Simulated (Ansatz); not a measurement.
# Scandium, hcp under revPBE: structure, energy and stiffness

What does revPBE give for scandium in the hcp structure? We relax it, solve it on a dense k-mesh, switch on spin-orbit coupling, then scale the cell to 7 volumes from 88 to 112 % of the relaxed one and try a fit of the equation of state. The k-meshes are 11×11×6 for the relaxation; 18×18×10 for the dense run; 11×11×6 for spin-orbit coupling; 18×18×10 for the volumes. It starts from a deposited cell (COD).

Method: DFT revPBE, plane waves (420 eV) with PAW, scalar-relativistic; PBE-made PAW files, in Ansatz 0.2.0.

### 1 The structure to begin with

It takes space group P6_3/mmc (No. 194, hexagonal). The conventional cell has a = 3.309 Å, b = 3.309 Å, c = 5.273 Å, α = 90.00°, β = 90.00°, γ = 120.00°. Sc (site symmetry -6m2) has 12 Sc at 3.26 to 3.31 Å as nearest neighbours.

As a file:

```
CELL_PARAMETERS angstrom
3.30900 0.00000 0.00000
-1.65450 2.86568 0.00000
0.00000 0.00000 5.27330
ATOMIC_POSITIONS crystal
Sc 0.33333 0.66667 0.25000
Sc 0.66667 0.33333 0.75000
```

### 2 Geometry optimisation

input.yaml

```yaml
crystal:
  lattice:
    - [3.3090008396, 0.0, 0.0]
    - [-1.6545004198, 2.8656787882, 0.0]
    - [0.0, 0.0, 5.2733]
  atoms:
    - { symbol: Sc, position: [0.3333333333, 0.6666666667, 0.25] }
    - { symbol: Sc, position: [0.6666666667, 0.3333333333, 0.75] }
hamiltonian:
  xc: revpbe
  pseudopotentials:
    kind: paw
    azcp:
      Sc: "pseudopotentials/Sc.paw.azcp"
basis:
  ecutwfc: 420
  fft_grid_basis: typed
kpoints:
  mp_grid: { grid: [11, 11, 6], shift: [0, 0, 0] }
magnetization:
  spin_polarized: false
scf:
  occupations: { method: fermi_dirac, width: 0.1 }
relax:
  max_steps: 60
  f_tol: 0.01
  cell: {}
```

Further steps of the session: Single point on a dense mesh; A two-component run at the same geometry; At 88 % of the relaxed volume; At 92 % of the relaxed volume; At 96 % of the relaxed volume; At 100 % of the relaxed volume; At 104 % of the relaxed volume; At 108 % of the relaxed volume; At 112 % of the relaxed volume.

What does the calculation give? Wanted: space group; conventional cell; volume; shortest distance; gap on the mesh; V₀, B₀, B₀′.

**Answer**, as computed:

```
                      quantity                                   value
space group (spins left aside)                      P6_3/mmc (No. 194)
             conventional cell  a = 3.347 Å, c = 5.244 Å (c/a = 1.567)
                        volume                          25.438 Å³/atom
             shortest distance                                 3.257 Å
   against the measured volume                 +1.7 % (25.002 Å³/atom)
               gap on the mesh            none (levels filled in part)
                   V₀, B₀, B₀′             25.350 Å³/atom, 52 GPa, 3.4
```

Against experiment, revPBE misses the volume by +1.7 %. The deposited cell holds zero-point motion and, unless taken cold, thermal expansion, so the miss against a static lattice is larger still. Levels at the Fermi energy are filled in part, as in a metal. The total energy of the spin-orbit run (on a coarser mesh) lies -51 meV/atom from the scalar one; mesh and treatment of the core enter this figure, so it is no spin-orbit energy. The fitted modulus is 52 GPa; letting shape and positions relax at each volume could only lower it.
